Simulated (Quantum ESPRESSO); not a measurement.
Wanted: the native input for a Quantum ESPRESSO 7.5 run.

- Task: band structure
- Functional: PBE
- Potentials or basis: SG15 PBE 1.2
- Cutoff: 952 eV
- Density cutoff: 3810 eV
- k mesh: 11 × 11 × 6
- Occupations: fermi-dirac, width 0.05 eV
- Spin: no spin polarisation
- Mixing beta: 0.5
- Most SCF iterations: 120
- SCF threshold: 4e-10 Ry

Crystal: Os.

```
CELL_PARAMETERS angstrom
2.73410 0.00000 0.00000
-1.36705 2.36780 0.00000
0.00000 0.00000 4.31970
ATOMIC_POSITIONS crystal
Os 0.66667 0.33333 0.75000
Os 0.33333 0.66667 0.25000
```

The input as run:

pw.in

```
&CONTROL
  calculation = 'scf'
  prefix = 'pwscf'
  outdir = './tmp'
  pseudo_dir = './pseudo'
  tprnfor = .true.
  tstress = .true.
  disk_io = 'low'
/
&SYSTEM
  ibrav = 0
  celldm(1) = 8
  nat = 2
  ntyp = 1
  ecutwfc = 70
  nbnd = 24
  occupations = 'smearing'
  smearing = 'fd'
  degauss = 0.00367493
/
&ELECTRONS
  conv_thr = 4d-10
  electron_maxstep = 120
  mixing_beta = 0.5
/
ATOMIC_SPECIES
Os   190.2300 Os_ONCV_PBE-1.2.upf
CELL_PARAMETERS alat
  0.6458375246674   0.0000000000000   0.0000000000000
 -0.3229187623337   0.5593117030823   0.0000000000000
  0.0000000000000   0.0000000000000   1.0203812425682
ATOMIC_POSITIONS crystal
Os     0.6666666667    0.3333333333    0.7500000000
Os     0.3333333333    0.6666666667    0.2500000000
K_POINTS automatic
11 11 6 0 0 0
```

bands.in

```
&CONTROL
  calculation = 'bands'
  prefix = 'pwscf'
  outdir = './tmp'
  pseudo_dir = './pseudo'
  disk_io = 'low'
  verbosity = 'high'
/
&SYSTEM
  ibrav = 0
  celldm(1) = 8
  nat = 2
  ntyp = 1
  ecutwfc = 70
  nbnd = 24
  occupations = 'smearing'
  smearing = 'fd'
  degauss = 0.00367493
/
&ELECTRONS
  conv_thr = 1d-08
  electron_maxstep = 120
  mixing_beta = 0.5
  diago_full_acc = .true.
  startingwfc = 'random'
/
ATOMIC_SPECIES
Os   190.2300 Os_ONCV_PBE-1.2.upf
CELL_PARAMETERS alat
  0.6458375246674   0.0000000000000   0.0000000000000
 -0.3229187623337   0.5593117030823   0.0000000000000
  0.0000000000000   0.0000000000000   1.0203812425682
ATOMIC_POSITIONS crystal
Os     0.6666666667    0.3333333333    0.7500000000
Os     0.3333333333    0.6666666667    0.2500000000
K_POINTS crystal
60
 0.0000000000  0.0000000000  0.0000000000 1
 0.0714285714  0.0000000000  0.0000000000 1
 0.1428571429  0.0000000000  0.0000000000 1
 0.2142857143  0.0000000000  0.0000000000 1
 0.2857142857  0.0000000000  0.0000000000 1
 0.3571428571  0.0000000000  0.0000000000 1
 0.4285714286  0.0000000000  0.0000000000 1
 0.5000000000  0.0000000000  0.0000000000 1
 0.4583333333  0.0833333333  0.0000000000 1
 0.4166666667  0.1666666667  0.0000000000 1
 0.3750000000  0.2500000000  0.0000000000 1
 0.3333333333  0.3333333333  0.0000000000 1
 0.2962962963  0.2962962963  0.0000000000 1
 0.2592592593  0.2592592593  0.0000000000 1
 0.2222222222  0.2222222222  0.0000000000 1
 0.1851851852  0.1851851852  0.0000000000 1
 0.1481481481  0.1481481481  0.0000000000 1
 0.1111111111  0.1111111111  0.0000000000 1
 0.0740740741  0.0740740741  0.0000000000 1
 0.0370370370  0.0370370370  0.0000000000 1
 0.0000000000  0.0000000000  0.0000000000 1
 0.0000000000  0.0000000000  0.1250000000 1
 0.0000000000  0.0000000000  0.2500000000 1
 0.0000000000  0.0000000000  0.3750000000 1
 0.0000000000  0.0000000000  0.5000000000 1
 0.0625000000  0.0000000000  0.5000000000 1
 0.1250000000  0.0000000000  0.5000000000 1
 0.1875000000  0.0000000000  0.5000000000 1
 0.2500000000  0.0000000000  0.5000000000 1
 0.3125000000  0.0000000000  0.5000000000 1
 0.3750000000  0.0000000000  0.5000000000 1
 0.4375000000  0.0000000000  0.5000000000 1
 0.5000000000  0.0000000000  0.5000000000 1
 0.4666666667  0.0666666667  0.5000000000 1
 0.4333333333  0.1333333333  0.5000000000 1
 0.4000000000  0.2000000000  0.5000000000 1
 0.3666666667  0.2666666667  0.5000000000 1
 0.3333333333  0.3333333333  0.5000000000 1
 0.3030303030  0.3030303030  0.5000000000 1
 0.2727272727  0.2727272727  0.5000000000 1
 0.2424242424  0.2424242424  0.5000000000 1
 0.2121212121  0.2121212121  0.5000000000 1
 0.1818181818  0.1818181818  0.5000000000 1
 0.1515151515  0.1515151515  0.5000000000 1
 0.1212121212  0.1212121212  0.5000000000 1
 0.0909090909  0.0909090909  0.5000000000 1
 0.0606060606  0.0606060606  0.5000000000 1
 0.0303030303  0.0303030303  0.5000000000 1
 0.0000000000  0.0000000000  0.5000000000 1
 0.5000000000  0.0000000000  0.5000000000 1
 0.5000000000  0.0000000000  0.3750000000 1
 0.5000000000  0.0000000000  0.2500000000 1
 0.5000000000  0.0000000000  0.1250000000 1
 0.5000000000  0.0000000000  0.0000000000 1
 0.3333333333  0.3333333333  0.0000000000 1
 0.3333333333  0.3333333333  0.1000000000 1
 0.3333333333  0.3333333333  0.2000000000 1
 0.3333333333  0.3333333333  0.3000000000 1
 0.3333333333  0.3333333333  0.4000000000 1
 0.3333333333  0.3333333333  0.5000000000 1
```

Potentials or basis: SG15 PBE 1.2.

The run is started by

```console
$ OMP_NUM_THREADS=1 pw.x -in pw.in > pw.out
$ OMP_NUM_THREADS=1 pw.x -in bands.in > bands.out
```

It gave:

The pressure is 8.1 GPa and the band gap on the k mesh is none (metal or under the smearing width).

Caveat: spin-orbit coupling is left out, which moves the levels of the heavy elements.

It took 74 s on 1 thread of Arm Neoverse V1, with other jobs on the host, peak memory 0.09 GiB.
